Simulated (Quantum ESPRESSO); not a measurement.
**BaTiO3: phonons with LDA**

The system is BaTiO3.

```xyz
5
Lattice="4.0060 0.0000 0.0000 0.0000 4.0060 0.0000 0.0000 0.0000 4.0060" Properties=species:S:1:pos:R:3 pbc="T T T"
Ba    2.0030    2.0030    2.0030
Ti    0.0000    0.0000    0.0000
O     0.0000    0.0000    2.0030
O     0.0000    2.0030    0.0000
O     2.0030    0.0000    0.0000
```

```
Program                     : Quantum ESPRESSO 7.5
Task                        : phonons
Functional                  : LDA
Potentials or basis         : GBRV 1.5 LDA
Cutoff                      : 612 eV
Density cutoff              : 4898 eV
k mesh                      : 4 × 4 × 4, shifted
Occupations                 : fermi-dirac, width 0.05 eV
Spin                        : no spin polarisation
Form of the LDA correlation : PZ81
Mixing beta                 : 0.5
Most SCF iterations         : 120
SCF threshold               : 1e-09 Ry
```

```json
{
 "Relaxed volume": "12.27 Å³/atom",
 "Relaxed cell": "a = 3.944 Å, b = 3.944 Å, c = 3.944 Å, α = 90.00°, β = 90.00°, γ = 90.00°",
 "Space group after relaxing (to 0.05 Å)": "Pm-3m (No. 221)",
 "Pressure after relaxing": "0.0 GPa",
 "Electronic dielectric tensor (diagonal)": "6.46",
 "Born charges (mean of the diagonal)": "Ba +2.79; Ti +7.10; O -3.24 e",
 "Highest phonon frequency at Γ, LO-TO splitting left out": "480 cm⁻¹",
 "Most unstable mode": "94i cm⁻¹"
}
```

Step by step:
```tsv
step	energy change (eV)	largest force (eV/Å)	pressure (GPa)	volume (Å³)
1	0.0000	0.0000	-8.16	64.29
2	-0.0762	0.0000	-0.88	61.65
3	-0.0769	0.0000	0.07	61.35
4	-0.0769	0.0000	0.00	61.37
5	-0.0769	0.0000	0.00	61.37
```

Final structure:
```
Ba Ti O
1.0
     3.94446    0.00000    0.00000
     0.00000    3.94446    0.00000
     0.00000    0.00000    3.94446
Ba Ti O
1 1 3
Cartesian
  1.9722 1.9722 1.9722
  0.0000 0.0000 0.0000
  0.0000 0.0000 1.9722
  0.0000 1.9722 0.0000
  1.9722 0.0000 0.0000
```

Levels at points of the mesh, in eV from the valence-band top:
```csv
k point,band 17,band 18,band 19,band 20,band 21,band 22,band 23,band 24
"(0.12, 0.12, 0.12)",-0.89,-0.84,-0.23,-0.23,2.55,2.62,2.62,5.21
```

Phonon frequencies in cm⁻¹ (negative: imaginary):
| q point | frequencies |
| --- | --- |
| (0.000, 0.000, 0.000) | -94 -94 -94 -7 -7 -7 184 184 184 300 300 300 480 480 480 |

Electronic dielectric tensor:
```
6.46 0.00 0.00
0.00 6.46 0.00
0.00 0.00 6.46
```

Born effective charge tensors (e):
atom 1, Ba
```
2.79 0.00 0.00
0.00 2.79 0.00
0.00 0.00 2.79
```
atom 2, Ti
```
7.10 0.00 0.00
0.00 7.10 0.00
0.00 0.00 7.10
```
atom 3, O
```
-2.11  0.00  0.00
 0.00 -2.11  0.00
 0.00  0.00 -5.48
```
atom 4, O
```
-2.11  0.00  0.00
 0.00 -5.48  0.00
 0.00  0.00 -2.11
```
atom 5, O
```
-5.48  0.00  0.00
 0.00 -2.11  0.00
 0.00  0.00 -2.11
```

Optical modes at Γ, degenerate ones joined, polar ones without the macroscopic field:
```tsv
cm⁻¹	components	symmetry	active in	IR intensity, summed ((D/Å)²/amu)
95i	3	T1u	IR	232.54
184	3	T1u	IR	7.44
300	3	T2u	silent	0.00
480	3	T1u	IR	7.77
```

Zone-centre frequencies without and with the macroscopic field along z (cm⁻¹):
|  | optical modes in rising order |
| --- | --- |
| without | 95i 95i 95i 184 184 184 300 300 300 480 480 480 |
| with the field | 95i 95i 180 184 184 300 300 300 464 480 480 672 |

Wall time 2.5 min on 4 MPI ranks on Arm Neoverse V1, with other jobs on the host, peak memory 0.68 GiB a rank.

Caveat: the mesh is thin for the dielectric tensor, Born charges and intensities, which usually come out too large; some modes are imaginary; the Born charges break their sum rule by 0.17 e, a sign of too thin a mesh. The run has no spin-orbit coupling, so splittings on Ba are missing.
